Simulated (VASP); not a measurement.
# AlN (P6_3mc) in VASP: a series of runs, part 2 of 3

VASP 6.6.1.

### 3 Phonons, PBEsol

POSCAR

```
AlN
1.0
    3.1131018731      0.0000000000      0.0000000000
   -1.5565509365      2.6960253067     -0.0000000000
   -0.0000000000     -0.0000000000      4.9818131029
  Al              N
     2     2
Direct
     0.3333333332999970    0.6666666667000030    0.9989855796421117
     0.6666666667000030    0.3333333332999970    0.4989855796421115
     0.3333333332999970    0.6666666667000030    0.3810144203578910
     0.6666666667000030    0.3333333332999970    0.8810144203578909
```

INCAR.step1

```
PREC = Accurate ; ENCUT = 600
EDIFF = 1E-8 ; ISMEAR = 0
SIGMA = 0.03 ; LREAL = F
LASPH = T ; NELM = 80
ALGO = Normal ; ISIF = 3
LWAVE = F ; LCHARG = F
GGA = PS ; IBRION = 2
NSW = 40 ; EDIFFG = -0.002
```

INCAR.step2

```
PREC = Accurate ; ENCUT = 600
EDIFF = 1E-8 ; ISMEAR = 0
SIGMA = 0.03 ; LREAL = F
LASPH = T ; NELM = 80
ALGO = Normal ; ISIF = 2
LWAVE = F ; LCHARG = F
GGA = PS ; IBRION = 6
NFREE = 2 ; POTIM = 0.015
NSW = 1
```

KPOINTS

```
regular mesh
0
Gamma
  12 12 6
```

Potentials or basis: VASP PAW PBE potentials, release 64 (Al, N).

On the command line:

```sh
> cat potpaw_PBE.64/Al/POTCAR potpaw_PBE.64/N/POTCAR > POTCAR
> cp INCAR.step1 INCAR
> mpirun -np 1 vasp_std > vasp.out
> cp CONTCAR POSCAR
> cp INCAR.step2 INCAR
> mpirun -np 1 vasp_std > vasp.out
```

OUTCAR:

```text
PREC = Accurate
   ENCUT = 600
   EDIFF = 1E-8
   ISMEAR = 0
   LREAL = F
   LASPH = T
   NELM = 80
   ISIF = 2
   GGA = PS
   IBRION = 6
   NFREE = 2
   POTIM = 0.015
   NSW = 1

 ion  position               nearest neighbor table
   1  0.333  0.667  0.999-   4 1.89   4 1.89   4 1.89   3 1.90   2 3.07   2 3.07   2 3.07   2 3.07
                             2 3.07   2 3.07
   2  0.667  0.333  0.499-   3 1.89   3 1.89   3 1.89   4 1.90   1 3.07   1 3.07   1 3.07   1 3.07
                             1 3.07   1 3.07
   3  0.333  0.667  0.381-   2 1.89   2 1.89   2 1.89   1 1.90
   4  0.667  0.333  0.881-   1 1.89   1 1.89   1 1.89   2 1.90

  LATTYP: Found a hexagonal cell.
 ALAT       =     3.1131018731
 C/A-ratio  =     1.6002730736

  Lattice vectors:

 A1 = (   3.1131018731,   0.0000000000,   0.0000000000)
 A2 = (  -1.5565509365,   2.6960253067,   0.0000000000)
 A3 = (   0.0000000000,   0.0000000000,   4.9818131029)

Analysis of symmetry for initial positions (statically):
=====================================================================
 Subroutine PRICEL returns:
 Original cell was already a primitive cell.

 Routine SETGRP: Setting up the symmetry group for a
 hexagonal supercell.

 Subroutine GETGRP returns: Found 12 space group operations
 (whereof  6 operations were pure point group operations)
 out of a pool of 24 trial point group operations.

The static configuration has the point symmetry C_3v.
 The point group associated with its full space group is C_6v.

Analysis of symmetry for dynamics (positions and initial velocities):
=====================================================================
 Subroutine PRICEL returns:
 Original cell was already a primitive cell.

 Routine SETGRP: Setting up the symmetry group for a
 hexagonal supercell.

 Subroutine GETGRP returns: Found 12 space group operations
 (whereof  6 operations were pure point group operations)
 out of a pool of 24 trial point group operations.

The dynamic configuration has the point symmetry C_3v.
 The point group associated with its full space group is C_6v.

 Subroutine INISYM returns: Found 12 space group operations
 (whereof  6 operations are pure point group operations),
 and found     1 'primitive' translations

----------------------------------------------------------------------------------------

                                     Primitive cell

  volume of cell :      41.8124

  direct lattice vectors                    reciprocal lattice vectors
     3.113101873  0.000000000  0.000000000     0.321223025  0.185458200  0.000000000
    -1.556550937  2.696025307  0.000000000     0.000000000  0.370916400  0.000000000
     0.000000000  0.000000000  4.981813103     0.000000000  0.000000000  0.200730132

[... 133 lines left out ...]
  ext. energy  EPLUGINS =         0.00000000
  ---------------------------------------------------
  free energy    TOTEN  =       -31.31570466 eV

  energy without entropy =      -31.31570466  energy(sigma->0) =      -31.31570466

------------------------ aborting loop because EDIFF is reached ----------------------------------------

  FORCE on cell =-STRESS in cart. coord.  units (eV):
  Direction    XX          YY          ZZ          XY          YZ          ZX
  --------------------------------------------------------------------------------------
  -------------------------------------------------------------------------------------
  Total       -0.0004003     -0.0004003      0.0041757     -0.0000000      0.0000000      0.0000000
  in kB       -0.0153376     -0.0153376      0.1600060     -0.0000000      0.0000000      0.0000000
  external PRESSURE =       0.0431103 kB  Pullay stress =       0.0000000 kB
[... 291 lines left out ...]
--------------------------------------- Ionic step        9  -------------------------------------------

 number of electron      16.0000000 magnetization

 Free energy of the ion-electron system (eV)
  ---------------------------------------------------
  ext. energy  EPLUGINS =         0.00000000
  ---------------------------------------------------
  free energy    TOTEN  =       -31.31348293 eV

  energy without entropy =      -31.31348293  energy(sigma->0) =      -31.31348293

 E-fermi :   6.2060     XC(G=0): -11.1029

 val. band max:        6.0349545558   @ k =   0.0000   0.0000   0.0000
 cond. band min:      10.1742260960   @ k =   0.0000   0.0000   0.0000
 fundamental gap:      4.1392715402
 Fermi energy:         6.2059902061

 k-point     1 :       0.0000    0.0000    0.0000
  band No.  band energies     occupation
      1      -9.1088      2.00000
      2      -6.9248      2.00000
      3      -0.0036      2.00000
      4       5.1887      2.00000
      5       5.1887      2.00000
      6       5.8440      2.00000
      7       5.8440      2.00000
      8       6.0350      2.00000
      9      10.1742      0.00000
     10      12.6052      0.00000
     11      16.5371      0.00000
     12      17.0836      0.00000
[... 331 lines left out ...]
 k-point    24 :       0.3333    0.0000    0.1667
  band No.  band energies     occupation
      1      -7.7690      2.00000
      2      -6.5132      2.00000
      3       1.0926      2.00000
      4       2.0740      2.00000
      5       2.6986      2.00000
      6       4.2698      2.00000
      7       5.2362      2.00000
      8       5.3979      2.00000
      9      11.7550      0.00000
     10      12.5759      0.00000
     11      14.5037      0.00000
     12      16.0767      0.00000

 [... further k-points ...]

------------------------ aborting loop because EDIFF is reached ----------------------------------------

  FORCE on cell =-STRESS in cart. coord.  units (eV):
  Direction    XX          YY          ZZ          XY          YZ          ZX
  --------------------------------------------------------------------------------------
  -------------------------------------------------------------------------------------
  Total       -0.0834213     -0.0834213      0.2004963     -0.0000000      0.0000000     -0.0000000
  in kB       -3.1965585     -3.1965585      7.6826726     -0.0000000      0.0000000     -0.0000000
  external PRESSURE =       0.4298518 kB  Pullay stress =       0.0000000 kB
[... 19 lines left out ...]
  FREE ENERGIE OF THE ION-ELECTRON SYSTEM (eV)
  ---------------------------------------------------
  free  energy   TOTEN  =       -31.3134829348 eV

  energy  without entropy=      -31.3134829348  energy(sigma->0) =      -31.31348293

 INTERNAL STRAIN TENSORS FROM DISPLACED ATOMS
 ============================================

 INTERNAL STRAIN TENSOR FOR ION    1 for displacements in x,y,z  (eV/Angst):
          X           Y           Z          XY          YZ          ZX
  --------------------------------------------------------------------------------
  x    -0.00000     0.00000     0.00000    -9.11521    -0.00000    -5.41000
  y    -9.11521     9.11521     0.00000     0.00000    -5.41000    -0.00000
  z    -5.61862    -5.61862    12.48597    -0.00000     0.00000    -0.00000

 INTERNAL STRAIN TENSOR FOR ION    4 for displacements in x,y,z  (eV/Angst):
          X           Y           Z          XY          YZ          ZX
  --------------------------------------------------------------------------------
  x     0.00000    -0.00000     0.00000    10.68876     0.00000     5.40716
  y    10.68876   -10.68876     0.00000    -0.00000     5.40716     0.00000
  z     5.62331     5.62331   -12.47954     0.00000     0.00000     0.00000

 Eigenvectors and eigenvalues of the dynamical matrix
 ----------------------------------------------------

   1 f  =   21.456146 THz   134.812938 2PiTHz  715.699977 cm-1    88.735448 meV
             X         Y         Z           dx          dy          dz
     -0.000000  1.797350  4.976759     0.000000    0.000000   -0.010717
      1.556551  0.898675  2.485853     0.000000    0.000000    0.010717
     -0.000000  1.797350  1.898143    -0.000000   -0.000000    0.707026
      1.556551  0.898675  4.389049    -0.000000   -0.000000   -0.707026
[... 71 lines left out ...]
  12 f/i=    0.000415 THz     0.002606 2PiTHz    0.013832 cm-1     0.001715 meV
             X         Y         Z           dx          dy          dz
     -0.000000  1.797350  4.976759    -0.000000   -0.000000    0.573734
      1.556551  0.898675  2.485853    -0.000000   -0.000000    0.573734
     -0.000000  1.797350  1.898143    -0.000000   -0.000000    0.413315
      1.556551  0.898675  4.389049    -0.000000   -0.000000    0.413315

 ELASTIC MODULI CONTR FROM IONIC RELAXATION (kBar)
 Direction    XX          YY          ZZ          XY          YZ          ZX
 --------------------------------------------------------------------------------
 XX        -738.5385    353.7841    427.2217     -0.0000      0.0000      0.0000
 YY         353.7841   -738.5385    427.2217     -0.0000     -0.0000     -0.0000
 ZZ         427.2217    427.2217   -948.7526      0.0000     -0.0000      0.0000
 XY          -0.0000     -0.0000      0.0000   -546.1613     -0.0000     -0.0000
 YZ           0.0000     -0.0000     -0.0000     -0.0000   -148.8397     -0.0000
 ZX          -0.0000      0.0000      0.0000      0.0000     -0.0000   -148.8397
 --------------------------------------------------------------------------------
```

It took 7.7 min on 1 thread of AMD EPYC 9R45 (Zen 5), shared host; peak memory 0.49 GiB.

Results:

- Highest phonon frequency at Γ, LO-TO splitting left out: 716 cm⁻¹

Phonon frequencies in cm⁻¹ (negative: imaginary):
| q point | frequencies |
| --- | --- |
| (0.000, 0.000, 0.000) | 0 0 0 236 236 543 609 656 656 667 667 716 |

Caveat: the PAW data sets were made with another functional, which shifts forces and pressure a little.

(Part 2 of 3 ends here.)
